**Predicting optical phonons of InP at W from the modes at X**

The table holds harmonic phonon frequencies of zincblende InP at the zone-boundary points W and X, from plane-wave LDA linear response (ABINIT, norm-conserving pseudopotentials, 4x4x4 k mesh). The program uses eight known frequencies in a symmetry-block model with forces to second neighbours, in which the sum of squared frequencies is equal at W and X, and predicts the four withheld rows with error bars. The degenerate TA mode at X is reproduced exactly and the middle optical mode at W within 1.2 cm⁻¹, while the sum rule holds to 0.60 %. The spread of the optical modes at W is underestimated, 24.1 against 42.4 cm⁻¹, and the highest mode falls just outside its bar. Nearest-neighbour forces alone and equal softening on both sublattices do worse, with rms misses of 15.0 and 13.8 cm⁻¹ against 7.6.

Harmonic phonon frequencies of zincblende InP from ABINIT 10.8.3 linear response at the given cell, with the LDA, PseudoDojo NC SR LDA v0.4.1 standard pseudopotentials, a plane-wave cutoff of 843.553 eV and a shifted 4×4×4 k mesh. Phonon q row 1 is W (0.5, 0.25, 0.75) and 2 is X (0.5, 0, 0.5), in units of the reciprocal lattice vectors.

## Program and output

```python
# Table: harmonic phonon frequencies (1/cm) of zincblende InP at W and X, ABINIT, LDA,
# norm-conserving pseudopotentials, 4x4x4 k mesh. Tested: mode counting, mass scaling and
# a symmetry-block / trace model (forces to second neighbours) for the withheld rows.
T = {
    'row': [1, 2, 3, 4, 5, 6, 7, 8, 9, 10, 11, 12],
    'phonon_q_row': [1, 1, 1, 1, 1, 1, 2, 2, 2, 2, 2, 2],  # row
    'phonon_frequency': [79.7, 95.5, 153.0, 293.0, 314.0, 335.4, 68.0, 68.0, 174.5, 311.1, 311.1, 317.1],  # 1/cm
}
HELD = [3, 4, 5, 6]  # rows withheld from the fit
import numpy as np
f, q = T['phonon_frequency'], T['phonon_q_row']
K = {i: float(f[i]) for i in range(len(f)) if i not in HELD}   # known rows only
mI, mP = 114.82, 30.97   # standard atomic weights (u), recalled
w1, w2, w3 = K[0], K[1], K[2]
TA, LA, TO, LO = K[7], K[8], K[9], K[11]
assert abs(K[9] - K[10]) <= 0.1 and min(K.values()) > 0
assert 1.6 < LO / LA < np.sqrt(mI / mP)
assert TA < w1 < w2 < w3 < LA
print("all frequencies in 1/cm; table rounding 0.05")
print(f"X: LO/LA {LO/LA:.3f}, sqrt(mIn/mP) {np.sqrt(mI/mP):.3f}, LO from mass scaling {LA*np.sqrt(mI/mP):.1f}")
print(f"X: force constant P/In, longitudinal {LO**2*mP/(LA**2*mI):.3f}; LO-TO {LO-TO:.1f}; TO-LA {TO-LA:.1f}")
print("nearest neighbours only (W = X), W minus X, acoustic: %+.1f %+.1f %+.1f" % (w1-TA, w2-TA, w3-LA))
SX = 2*TA**2 + LA**2 + 2*TO**2 + LO**2
SA = w1**2 + w2**2 + w3**2
rms = np.sqrt((SX - SA) / 3)
print(f"sum w^2 at X (TA twice) {SX:.0f}, W acoustic {SA:.0f}, left for W optical {SX-SA:.0f} cm^-2")
S, d = TA**2 + TO**2, LA**2 - w3**2
mid, mid_sw = np.sqrt(S + d - w2**2), np.sqrt(S + d - w1**2)
print(f"In softening LA(X)^2 - lone In(W)^2 = {d:.0f} cm^-2")
print(f"block (P x, In+) upper root {mid:.1f}; with TA modes swapped {mid_sw:.1f}")
def solve(AT, refit):
    BT, Ap = S - AT, AT + d
    C2 = (Ap - w2**2)*(BT - w2**2) if refit else (AT - TA**2)*(BT - TA**2)
    Bp = C2 / (AT - w1**2) + w1**2
    low = np.sqrt(np.linalg.eigvalsh([[Ap, np.sqrt(C2)], [np.sqrt(C2), BT]])[0])
    return np.sqrt(BT + LO**2 - Bp), np.sqrt(AT + Bp - w1**2), np.sqrt(C2), low
A0 = S * mP / (mI + mP)
e = w2**2 - TA**2
A1 = TA**2 + (d - e) * (TO**2 - TA**2 - e) / d
V = []
for name, AT, r in [("central, equal constants", A0, False), ("C refitted at W", A0, True), ("A_T fitted", A1, False)]:
    lo, hi, C, low = solve(AT, r)
    V.append((lo, hi))
    print(f"{name}: A_T {AT:.0f}, C {C:.0f} cm^-2, kP/kIn {(S-AT)*mP/(AT*mI):.2f}")
    print(f"   lone P {lo:.1f}, upper (In x, P+) {hi:.1f}, row 2 model {low:.1f} miss {low-w2:+.1f}")
V = np.array(V)
pred = {3: V[0, 0], 4: mid, 5: V[0, 1], 6: TA}
bar = {3: abs(V[:, 0]-V[0, 0]).max(), 4: mid_sw - mid, 5: abs(V[:, 1]-V[0, 1]).max(), 6: 0.1}
lo2 = np.sqrt(LO**2 - d*mI/mP)
rest = sorted([mid, np.sqrt(SX - SA - mid**2 - lo2**2)])
alt = {"nearest neighbours only": [TO, TO, LO], "equal softening on P and In": [lo2] + rest}
print("predictions and computed values")
for i in HELD:
    m = f[i] - pred[i]
    ok = "inside" if abs(m) <= bar[i] + 1e-9 else "outside"
    print(f"row {i+1}: q row {i//6+1} predicted, {int(q[i])} computed; {pred[i]:.1f} +- {bar[i]:.1f} predicted")
    print(f"   computed {f[i]:.1f}, miss {m:+.1f} ({100*m/f[i]:+.1f} %), {ok} the bar")
o = np.array([f[3], f[4], f[5]], float)
alt["central model"] = [pred[3], pred[4], pred[5]]
for n, v in alt.items():
    r = o - np.array(v)
    print(f"{n}: {v[0]:.1f} {v[1]:.1f} {v[2]:.1f}; misses {r[0]:+.1f} {r[1]:+.1f} {r[2]:+.1f}; rms {np.sqrt(np.mean(r**2)):.1f}")
ro = np.sqrt(np.mean(o**2))
print(f"W optical rms: predicted {rms:.1f} +- 3, computed {ro:.1f}, miss {ro-rms:+.1f}")
SW, SXc = SA + np.sum(o**2), sum(float(x)**2 for x in f[6:12])
print(f"sum w^2: W {SW:.0f}, X {SXc:.0f} cm^-2, W over X {100*(SW/SXc-1):+.2f} %")
print(f"rounding alone allows about {100*0.1*sum(float(x) for x in f)/SXc:.2f} % in that ratio")
print(f"rows 4 and 6, sum w^2: predicted {pred[3]**2+pred[5]**2:.0f}, computed {o[0]**2+o[2]**2:.0f} cm^-2")
print(f"W optical span: predicted {pred[5]-pred[3]:.1f}, computed {o[2]-o[0]:.1f}; spacings {o[1]-o[0]:.1f}, {o[2]-o[1]:.1f}")
print(f"row 4 - TO(X) {o[0]-TO:+.1f}; row 6 - LO(X) {o[2]-LO:+.1f}; gap at W {o[0]-w3:.1f}")
print(f"if row 4 is the lone P mode: P/In softening in force constant {(LO**2-o[0]**2)*mP/(d*mI):.2f}")
```

Output:

```
all frequencies in 1/cm; table rounding 0.05
X: LO/LA 1.817, sqrt(mIn/mP) 1.925, LO from mass scaling 336.0
X: force constant P/In, longitudinal 0.891; LO-TO 6.0; TO-LA 136.6
nearest neighbours only (W = X), W minus X, acoustic: +11.7 +27.5 -21.5
sum w^2 at X (TA twice) 333817, W acoustic 38881, left for W optical 294936 cm^-2
In softening LA(X)^2 - lone In(W)^2 = 7041 cm^-2
block (P x, In+) upper root 315.2; with TA modes swapped 319.5
central, equal constants: A_T 21542, C 35678 cm^-2, kP/kIn 1.00
   lone P 300.4, upper (In x, P+) 324.6, row 2 model 101.4 miss +5.9
C refitted at W: A_T 21542, C 37107 cm^-2, kP/kIn 1.00
   lone P 288.8, upper (In x, P+) 334.9, row 2 model 95.5 miss +0.0
A_T fitted: A_T 36309, C 43774 cm^-2, kP/kIn 0.48
   lone P 308.8, upper (In x, P+) 316.7, row 2 model 95.5 miss +0.0
predictions and computed values
row 4: q row 1 predicted, 1 computed; 300.4 +- 11.6 predicted
   computed 293.0, miss -7.4 (-2.5 %), inside the bar
row 5: q row 1 predicted, 1 computed; 315.2 +- 4.4 predicted
   computed 314.0, miss -1.2 (-0.4 %), inside the bar
row 6: q row 1 predicted, 1 computed; 324.6 +- 10.4 predicted
   computed 335.4, miss +10.8 (+3.2 %), outside the bar
row 7: q row 2 predicted, 2 computed; 68.0 +- 0.1 predicted
   computed 68.0, miss +0.0 (+0.0 %), inside the bar
nearest neighbours only: 311.1 311.1 317.1; misses -18.1 +2.9 +18.3; rms 15.0
equal softening on P and In: 272.9 315.2 348.1; misses +20.1 -1.2 -12.7; rms 13.8
central model: 300.4 315.2 324.6; misses -7.4 -1.2 +10.8; rms 7.6
W optical rms: predicted 313.5 +- 3, computed 314.6, miss +1.1
sum w^2: W 335820, X 333817 cm^-2, W over X +0.60 %
rounding alone allows about 0.08 % in that ratio
rows 4 and 6, sum w^2: predicted 195608, computed 198342 cm^-2
W optical span: predicted 24.1, computed 42.4; spacings 21.0, 21.4
row 4 - TO(X) -18.1; row 6 - LO(X) +18.3; gap at W 140.0
if row 4 is the lone P mode: P/In softening in force constant 0.56
```
